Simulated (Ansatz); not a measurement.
# GaAs: the cost of one run

Program: Ansatz 0.2.0. Level of theory: DFT PBEsol, scalar-relativistic, plane waves, PAW. These are calculated values, not measurements.

6 further runs of the same task are left out: 6 set aside as unsound or not needed.

## Step 1: The starting structure

Symmetry: Fm-3m, No. 225, cubic system. Conventional cell: a = 5.739 Å, b = 5.739 Å, c = 5.739 Å, α = 90.00°, β = 90.00°, γ = 90.00°. Sn (site symmetry m-3m) has 6 S at 2.87 Å in its first shell of neighbours. S (site symmetry m-3m) has 6 Sn at 2.87 Å in its first shell of neighbours.

Coordinates:

```
Sn S
1.0
     0.00000    2.86970    2.86970
     2.86970    0.00000    2.86970
     2.86970    2.86970    0.00000
Sn S
1 1
Direct
  0.50000 0.50000 0.50000
  0.00000 0.00000 0.00000
```

This cell was relaxed beforehand with the same method: volume 23.63 Å³/atom, gap on the mesh 0.70 eV.

## Step 2: The film's bulk: GaAs

Relaxed beforehand at this level: -4278.4300 eV/atom, gap on the mesh 0.42 eV.

```
Ga As
1.0
     0.00000    2.82914    2.82914
     2.82914    0.00000    2.82914
     2.82914    2.82914    0.00000
Ga As
1 1
Direct
  0.00000 0.00000 0.00000
  0.75000 0.75000 0.75000
```

The bulk reference of SnS, the base, comes from a run made before at the same settings: -3417.7835 eV/atom.

## Step 3: The film's bulk on the base's lattice

The (100) plane of GaAs is fitted to the (100) plane of SnS, a strain of +1.4 % along x and +1.4 % along y; the third vector and the atoms relax.

input.yaml

```yaml
crystal:
  lattice:
    - [4.0583734769, 0.0, 0.0]
    - [0.0, 4.0583734769, 0.0]
    - [-2.0291867384, -2.0291867384, 2.7812146795]
  atoms:
    - { symbol: Ga, position: [0.0, 0.0, 0.0] }
    - { symbol: As, position: [0.25, 0.75, 0.5] }
basis:
  ecutwfc: 420
kpoints:
  mp_grid: { grid: [9, 9, 12] }
hamiltonian:
  xc: pbesol
scf:
  occupations: { method: gaussian, width: 0.02 }
output:
  forces: true
  stress: true
  eigenvalues: true
relax:
  adjacent_minimum: "off"
  f_tol: 0.01
  max_steps: 50
  cell: { fix: [a, b, gamma], stress_tol: 0.1 }
```

On the command line:

```bash
> ansatz run input.yaml --threads 4 --pin off --max-ram 10240MiB --backend cpu --events-out ev --progress --plain --runs-dir out
```

What time and memory should one allow on 4 threads of AMD EPYC, shared host?

About 41 s, with a peak of 0.64 GiB.
